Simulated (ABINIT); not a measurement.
# Te (P3_121) in ABINIT: relaxation of cell and atoms with r2SCAN

Aim: the relaxation of cell and atoms of Te with r2SCAN.

All numbers are computed with ABINIT 10.8.3 (patched build); they aren't measurements. Logs are shortened: lines on timing, memory, paths and dates and some standing lists are left out, and cuts for length are marked. The log counts tension as positive stress, the text compression.

**1. The crystal as given**

The structure is trigonal, space group P3_121 (No. 152). Conventional cell: a = 4.454 Å, b = 4.454 Å, c = 5.924 Å, α = 90.00°, β = 90.00°, γ = 120.00°. Te (site symmetry 2) has 2 Te at 2.86 Å as nearest neighbours.

**2. Relaxation of cell and atoms, r2SCAN**

Contents of run.abi:

```
pp_dirpath "./"
pseudos "Te.GGA_PBE-JTH.xml"

acell 8.4168401591 8.4168401592 11.1947375623
rprim
     1.0000000000     0.0000000000     0.0000000000
    -0.5000000000     0.8660254038     0.0000000000
     0.0000000000     0.0000000000     1.0000000000
ntypat 1
znucl 52
natom 3
typat 1 1 1
xcart
     1.6279370000     2.8196695956     0.0000000000
    -0.5990630000     1.0376075529     3.9493333335
     1.1981260000     0.0000000000     1.9746666665 Angstrom
chkprim 0
chksymtnons 0
tolsym 1.0e-6

ecut 18.0
pawecutdg 36.0

kptopt 1
ngkpt 7 7 5
nshiftk 1
shiftk 0.0 0.0 0.0

ixc -497498
usekden 1
pawxcdev 0

nband 13
occopt 3
tsmear 0.05 eV

nstep 100
tolvrs 1.0e-7

iomode 3
prtwf 0
prtden 0
prteig 0
prtebands 0
enunit 1

ionmov 2
ntime 60
tolmxf 5.0e-5
optcell 2
dilatmx 1.08
ecutsm 0.5
```

Potentials or basis: JTH PAW PBE v2.0.

Launch:

```bash
mpirun --bind-to none -np 4 abinit run.abi > log 2>&1
```

run.abo:

```text
.Version 10.8.3 of ABINIT
 Symmetries : space group P3_1 2 1 (#152); Bravais hP (primitive hexag.)
================================================================================
 Values of the parameters that define the memory need of the present run
     intxc =       0    ionmov =       2      iscf =      17    lmnmax =       8
     lnmax =       4     mgfft =      48  mpssoang =       2    mqgrid =    3266
     natom =       3  nloc_mem =       2    nspden =       1   nspinor =       1
    nsppol =       1      nsym =       6    n1xccc =       1    ntypat =       1
    occopt =       3   xclevel =       2
       mpw =        3171          nfft =       62208          nkpt =          32
Pmy_natom=         1
 PAW method is used; the additional fine FFT grid is defined by:
   mgfftf=        72    nfftf =    180000
================================================================================
================================================================================

--------------------------------------------------------------------------------
------------- Echo of variables that govern the present computation ------------
--------------------------------------------------------------------------------
 -outvars: echo values of preprocessed input variables --------
            acell      8.4168401591E+00  8.4168401592E+00  1.1194737562E+01 Bohr
              amu      1.27600000E+02
          chkprim           0
      chksymtnons           0
          dilatmx      1.08000000E+00
             ecut      1.80000000E+01 Hartree
           ecutsm      5.00000000E-01 Hartree
           enunit           1
           ionmov           2
              ixc     -497498
         kptrlatt        7    0    0      0    7    0      0    0    5
          kptrlen      5.59736878E+01
            natom           3
            nband          13
            ngfft          36      36      48
          ngfftdg          50      50      72
             nkpt          32
            nstep         100
             nsym           6
            ntime          60
           ntypat           1
           occopt           3
          optcell           2
        pawecutdg      3.60000000E+01 Hartree
         pawxcdev           0
           prtden           0
        prtebands           0
           prteig           0
          prtkden           1
            prtwf           0
            rprim      1.0000000000E+00  0.0000000000E+00  0.0000000000E+00
                      -5.0000000000E-01  8.6602540380E-01  0.0000000000E+00
                       0.0000000000E+00  0.0000000000E+00  1.0000000000E+00
          spgroup         152
           tolsym      1.00000000E-06
           tolvrs      1.00000000E-07
           tsmear      1.83746611E-03 Hartree
            typat      1  1  1
          usekden           1
           useylm           1
           xangst      1.6279369995E+00  2.8196695947E+00  1.3366486484E-09
                      -5.9906299898E-01  1.0376075529E+00  3.9493333320E+00
                       1.1981259995E+00  8.4602815363E-10  1.9746666667E+00
            xcart      3.0763550793E+00  5.3284032996E+00  2.5258998721E-09
                      -1.1320650002E+00  1.9607941012E+00  7.4631583774E+00
                       2.2641300034E+00  1.5987615052E-09  3.7315791900E+00
             xred      7.3100000027E-01  7.3100000027E-01  2.2563279023E-10
                       2.2438220122E-10  2.6900000017E-01  6.6666666689E-01
                       2.6900000018E-01  2.1933299621E-10  3.3333333356E-01
            znucl       52.00000

================================================================================

 chkinp: Checking input parameters for consistency.

================================================================================
== DATASET  1 ==================================================================

--- !DatasetInfo
iteration_state: {dtset: 1, }
dimensions: {natom: 3, nkpt: 32, mband: 13, nsppol: 1, nspinor: 1, nspden: 1, mpw: 3171, }
cutoff_energies: {ecut:  18.0, pawecutdg:  36.0, }
electrons: {nelect:   1.80000000E+01, charge:   0.00000000E+00, occopt:   3.00000000E+00, tsmear:   1.83746611E-03, }
meta: {optdriver: 0, ionmov: 2, optcell: 2, iscf: 17, paral_kgb: 0, }
...

 Real(R)+Recip(G) space primitive vectors, cartesian coordinates (Bohr,Bohr^-1):
 R(1)=  8.4168402  0.0000000  0.0000000  G(1)=  0.1188094  0.0685947  0.0000000
 R(2)= -4.2084201  7.2891974  0.0000000  G(2)=  0.0000000  0.1371893  0.0000000
 R(3)=  0.0000000  0.0000000 11.1947376  G(3)=  0.0000000  0.0000000  0.0893277
 Unit cell volume ucvol=  6.8681964E+02 bohr^3
 Angles (23,13,12)=  9.00000000E+01  9.00000000E+01  1.20000000E+02 degrees

 Coarse grid specifications (used for wave-functions):

 getcut: wavevector=  0.0000  0.0000  0.0000  ngfft=  36  36  48
         ecut(hartree)=     20.995   => boxcut(ratio)=   2.07362

 Fine grid specifications (used for densities):

 getcut: wavevector=  0.0000  0.0000  0.0000  ngfft=  50  50  72
         ecut(hartree)=     41.990   => boxcut(ratio)=   2.03703

--- Pseudopotential description ------------------------------------------------
- pspini: atom type   1  psp file is ./Te.GGA_PBE-JTH.xml
 Pseudopotential format is: paw10
 basis_size (lnmax)=  4 (lmn_size=  8), orbitals=   0   0   1   1
 Spheres core radius: rc_sph= 2.31107438
 Shapefunction is SIN type: shapef(r)=[sin(pi*r/rshp)/(pi*r/rshp)]**2
 Radius for shape functions =  2.10488624
 Compensation charge density is not taken into account in XC energy/potential

   5.94888140E+03                                ecore*ucvol(ha*bohr**3)
--------------------------------------------------------------------------------

================================================================================

=== [ionmov= 2] Broyden-Fletcher-Goldfarb-Shanno method (forces)
================================================================================

--- Iteration: ( 1/60) Internal Cycle: (1/1)
--------------------------------------------------------------------------------

---SELF-CONSISTENT-FIELD CONVERGENCE--------------------------------------------

--- !BeginCycle
iteration_state: {dtset: 1, itime: 1, icycle: 1, }
solver: {iscf: 17, nstep: 100, nline: 4, wfoptalg: 10, }
tolerances: {tolvrs: 1.00E-07, }
...

     iter   Etot(hartree)      deltaE(h)  residm     nres2
 ETOT  1   43.126795360946     4.313E+01 6.526E-02 1.084E+00
 ETOT  2   43.203642704042     7.685E-02 2.735E-03 2.431E-01
 ETOT  3   43.203391016115    -2.517E-04 2.033E-04 2.903E-03
 ETOT  4   43.203372655269    -1.836E-05 2.219E-04 5.268E-04
 ETOT  5   43.203368646959    -4.008E-06 7.403E-05 1.904E-05
 ETOT  6   43.203368706093     5.913E-08 7.439E-05 3.547E-06
 ETOT  7   43.203368706161     6.867E-11 2.321E-05 1.436E-07
 ETOT  8   43.203368705638    -5.235E-10 2.278E-05 5.917E-08
[... 1499 lines left out ...]
  1.05979596683541E-05  1.05979596683541E-05  3.97506238810205E-24
  1.05979596683541E-05 -2.11959193367081E-05  3.97506238810205E-24
 -2.11959193367081E-05  1.05979596683541E-05 -7.95012477620410E-24
 Scale of Primitive Cell (acell) [bohr]
  8.61065334019873E+00  8.61065334041708E+00  1.11953523342619E+01
 Real space primitive translations (rprimd) [bohr]
  8.61065334019873E+00  0.00000000000000E+00  0.00000000000000E+00
 -4.30532667015052E+00  7.45704453601603E+00  0.00000000000000E+00
  0.00000000000000E+00  0.00000000000000E+00  1.11953523342619E+01
 Unitary Cell Volume (ucvol) [Bohr^3]=  7.18853858215753E+02
 Angles (23,13,12)= [degrees]
  9.00000000000000E+01  9.00000000000000E+01  1.19999999999554E+02
 Lengths [Bohr]
  8.61065334019873E+00  8.61065334041708E+00  1.11953523342619E+01
 Stress tensor in cartesian coordinates (strten) [Ha/bohr^3]
 -9.15118312187074E-08  7.89676397319167E-14  0.00000000000000E+00
  7.89676397319167E-14 -9.15125184762500E-08  0.00000000000000E+00
  0.00000000000000E+00  0.00000000000000E+00 -4.41843611805742E-07
 Total energy (etotal) [Ha]=  4.32029372517481E+01

 Difference of energy with previous step (new-old):
           Absolute (Ha)=-4.84704E-07
           Relative     =-1.12192E-08

 At Broyd/MD step  14, gradients are converged :
  max grad (force/stress) = 4.4184E-05 < tolmxf= 5.0000E-05 ha/bohr (free atoms)

================================================================================

 ----iterations are completed or convergence reached----

 Mean square residual over all n,k,spin=   17.603E-12; max=  51.334E-12
 reduced coordinates (array xred) for    3 atoms
       0.739609231265      0.739609231260      0.000000000226
       0.000000000224      0.260390769179      0.666666666892
       0.260390769184      0.000000000219      0.333333333559
 rms dE/dt=  1.2237E-05; max dE/dt=  1.0598E-05; dE/dt below (all hartree)
    1       0.000010597960      0.000010597960      0.000000000000
    2       0.000010597960     -0.000021195919      0.000000000000
    3      -0.000021195919      0.000010597960     -0.000000000000

 cartesian coordinates (angstrom) at end:
    1      1.68503747984623     2.91857052783343     0.00000000133672
    2     -0.59324327790467     1.02752750036893     3.94955021420472
    3      1.18648655736337     0.00000000086551     1.97477510777072

 cartesian forces (hartree/bohr) at end:
    1     -0.00000123079623    -0.00000213180160    -0.00000000000000
    2     -0.00000123079623     0.00000213180160    -0.00000000000000
    3      0.00000246159246     0.00000000000000     0.00000000000000
 frms,max,avg= 1.4212011E-06 2.4615925E-06   0.000E+00  0.000E+00  0.000E+00 h/b

 cartesian forces (eV/Angstrom) at end:
    1     -0.00006329008683    -0.00010962164600    -0.00000000000000
    2     -0.00006329008683     0.00010962164600    -0.00000000000000
    3      0.00012658017366     0.00000000000000     0.00000000000000
 frms,max,avg= 7.3081097E-05 1.2658017E-04   0.000E+00  0.000E+00  0.000E+00 e/A
 length scales=  8.610653340199  8.610653340417 11.195352334262 bohr
              =  4.556561515528  4.556561515643  5.924325319302 angstroms
 Fermi (or HOMO) energy (eV) =  -6.89258   Average Vxc (eV)=  -9.45806
 Eigenvalues (   eV  ) for nkpt=  32  k points:
 kpt#   1, nband= 13, wtk=  0.00408, kpt=  0.0000  0.0000  0.0000 (reduced coord)
 -21.15301  -17.73323  -17.73318  -10.39600  -10.12059  -10.12058   -8.88895   -8.88895
  -7.94033   -6.00405   -6.00404   -5.43257   -1.64584
 prteigrs : prtvol=0 or 1, do not print more k-points.

--- !EnergyTerms
iteration_state     : {dtset: 1, itime: 14, icycle: 1, }
comment             : Components of total free energy in Hartree
kinetic             :  7.20831799325664E+00
hartree             :  1.76782626575858E+00
xc                  : -1.16865385143580E+01
Ewald energy        : -2.43308271119245E+01
psp_core            :  8.27550876374744E+00
local_psp           : -2.05312395867311E+00
PAW spherical_terms :  6.40215758877315E+01
internal            :  4.32027393255386E+01
'-kT*entropy'       : -4.22340843476229E-07
total_energy        :  4.32027389031978E+01
total_energy_eV     :  1.17560641517918E+03
...

--- !EnergyTermsDC
iteration_state     : {dtset: 1, itime: 14, icycle: 1, }
comment             : '"Double-counting" decomposition of free energy'
band_energy         : -8.55662399604068E+00
Ewald energy        : -2.43308271119245E+01
psp_core            :  8.27550876374744E+00
xc_dc               : -4.08777053872245E+00
PAW spherical_terms :  7.19026505570291E+01
internal            :  4.32029376740889E+01
'-kT*entropy'       : -4.22340843476229E-07
total_energy_dc     :  4.32029372517481E+01
total_energy_dc_eV  :  1.17561181251820E+03
...

--- !EnergyTermsWithPAWCore
iteration_state     : {dtset: 1, itime: 14, icycle: 1, }
comment             : 'Components of total free energy, including PAW core contributions'
Total energy        : -2.03854396918749E+04
Total energy DC     : -2.03854394935264E+04
Total energy (eV)   : -5.54716073249761E+05
Total energy DC (eV): -5.54716067852422E+05
...

 rms coord change=  5.7395E-03   atom, delta coord (reduced):
     1        0.008609230992      0.008609230992     -0.000000000000
     2       -0.000000000000     -0.008609230992      0.000000000000
     3       -0.008609230992      0.000000000000      0.000000000000

 Cartesian components of stress tensor (hartree/bohr^3)
  sigma(1 1)= -9.15118312E-08  sigma(3 2)=  0.00000000E+00
  sigma(2 2)= -9.15125185E-08  sigma(3 1)=  0.00000000E+00
  sigma(3 3)= -4.41843612E-07  sigma(2 1)=  7.89676397E-14

-Cartesian components of stress tensor (GPa)         [Pressure=  6.1281E-03 GPa]
- sigma(1 1)= -2.69237103E-03  sigma(3 2)=  0.00000000E+00
- sigma(2 2)= -2.69239125E-03  sigma(3 1)=  0.00000000E+00
- sigma(3 3)= -1.29994879E-02  sigma(2 1)=  2.32330817E-09

== END DATASET(S) ==============================================================
================================================================================

 -outvars: echo values of variables after computation  --------
            acell      8.6106533402E+00  8.6106533404E+00  1.1195352334E+01 Bohr
           etotal      4.3202937252E+01
            fcart     -1.2307962299E-06 -2.1318016039E-06 -3.5506362546E-25
                      -1.2307962299E-06  2.1318016039E-06 -3.5506362546E-25
                       2.4615924599E-06  1.6885545889E-17  7.1012725092E-25
            rprim      1.0000000000E+00  0.0000000000E+00  0.0000000000E+00
                      -4.9999999999E-01  8.6602540379E-01  0.0000000000E+00
                       0.0000000000E+00  0.0000000000E+00  1.0000000000E+00
           strten     -9.1511831219E-08 -9.1512518476E-08 -4.4184361181E-07
                       0.0000000000E+00  0.0000000000E+00  7.8967639732E-14
           xangst      1.6850374798E+00  2.9185705278E+00  1.3367218328E-09
                      -5.9324327790E-01  1.0275275004E+00  3.9495502142E+00
                       1.1864865574E+00  8.6550950348E-10  1.9747751078E+00
             xred      7.3960923126E-01  7.3960923126E-01  2.2563275322E-10
                       2.2438218674E-10  2.6039076918E-01  6.6666666689E-01
                       2.6039076918E-01  2.1933299621E-10  3.3333333356E-01
 Calculation completed.
```

It took 7.6 min on 4 MPI ranks of Intel Xeon Platinum 8259CL at 2.50GHz (Skylake/Cascade Lake), shared host; peak memory 0.68 GiB.

What came out:

```
Free energy                                           : 1175.6118 eV
Relaxed volume                                        : 35.51 Å³/atom
Relaxed cell                                          : a = 4.557 Å, b = 4.557 Å, c = 5.924 Å, α = 90.00°, β = 90.00°, γ = 120.00°
Space group after relaxing (to 0.05 Å)                : P3_121 (No. 152)
Energy gained by relaxing                             : 3.9 meV/atom
Ionic steps                                           : 14
Pressure after relaxing                               : 0.0 GPa
Band gap on the k mesh                                : 0.87 eV, indirect (least direct gap 1.03 eV)
Valence electrons inside the program's atomic spheres : Te 3.05 (radii [1.223] Å)
```

The path:
| step | energy change (eV) | largest force (eV/Å) | pressure (GPa) | volume (Å³) |
| --- | --- | --- | --- | --- |
| 1 | 0.0000 | 0.0031 | 0.87 | 101.78 |
| 2 | -0.0014 | 0.0181 | 0.73 | 102.05 |
| 3 | -0.0051 | 0.0917 | 0.02 | 103.56 |
| 4 | -0.0054 | 0.0938 | -0.03 | 103.73 |
| 5 | -0.0086 | 0.0810 | -0.27 | 105.25 |
| 6 | -0.0105 | 0.0353 | -0.24 | 106.23 |
| 7 | -0.0110 | 0.0032 | -0.09 | 106.37 |
| 8 | -0.0111 | 0.0137 | 0.00 | 106.19 |
| 9 | -0.0112 | 0.0166 | 0.04 | 106.05 |
| 10 | -0.0113 | 0.0171 | 0.08 | 105.93 |
| 11 | -0.0115 | 0.0151 | 0.11 | 105.90 |
| 12 | -0.0116 | 0.0082 | 0.09 | 106.09 |
| 13 | -0.0117 | 0.0020 | 0.04 | 106.38 |
| 14 | -0.0117 | 0.0001 | 0.01 | 106.52 |

Final structure:
```yaml
crystal:
  lattice:
    - [4.55656, 0.00000, 0.00000]
    - [-2.27828, 3.94610, 0.00000]
    - [0.00000, 0.00000, 5.92433]
  atoms:
    - { symbol: Te, position: [0.73961, 0.73961, 0.00000] }
    - { symbol: Te, position: [0.00000, 0.26039, 0.66667] }
    - { symbol: Te, position: [0.26039, 0.00000, 0.33333] }
```

Caveat: totals of a meta-GGA on PAW files have another zero than those of a GGA; the PAW data sets were made with another functional, which shifts forces and pressure a little; spin-orbit coupling is left out, which moves the levels of the heavy elements; an odd mesh through Γ misses points on the zone boundary, where band edges often lie.
